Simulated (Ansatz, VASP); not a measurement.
Two plane-wave programs on Si

```
CELL_PARAMETERS angstrom
3.83057 -0.52478 0.00829
-1.49400 3.54471 0.57738
-1.84494 0.82440 3.29703
ATOMIC_POSITIONS crystal
Si 0.72194 0.25830 0.92595
Si 0.47262 0.50869 0.17531
```

Alike in both runs: functional PBE; k mesh 6 × 4 × 6; occupations gaussian, width 0.1 eV; no spin polarisation.

Ansatz relaxed the structure, and its values are those at the end. VASP's run is a single point on that final structure, the one shown.

|  | VASP | Ansatz |
| --- | --- | --- |
| version | VASP 6.6.1 | Ansatz 0.2.0 |
| potentials or method | VASP PAW PBE potentials, release 64 (Si) | scalar-relativistic, plane waves, PAW |
| plane-wave cutoff (eV) | 520 | 420 |
| valence electrons in the cell | 8 | 8 |

|  | VASP | Ansatz | Ansatz less VASP |
| --- | --- | --- | --- |
| gap on the k mesh at the Fermi level (eV) | 0.64 | 0.64 | -0.002 |
| least direct gap on the mesh (eV) | 2.49 | 2.48 | -0.005 |
| pressure (GPa) | -0.1 | 0.0 | +0.08 |

With one functional, cell and mesh, what is left measures potentials, basis and numerics.

Caveats: the k mesh is coarse (spacing up to 0.50 Å⁻¹), so the values aren't converged. A k mesh can miss the band edges.
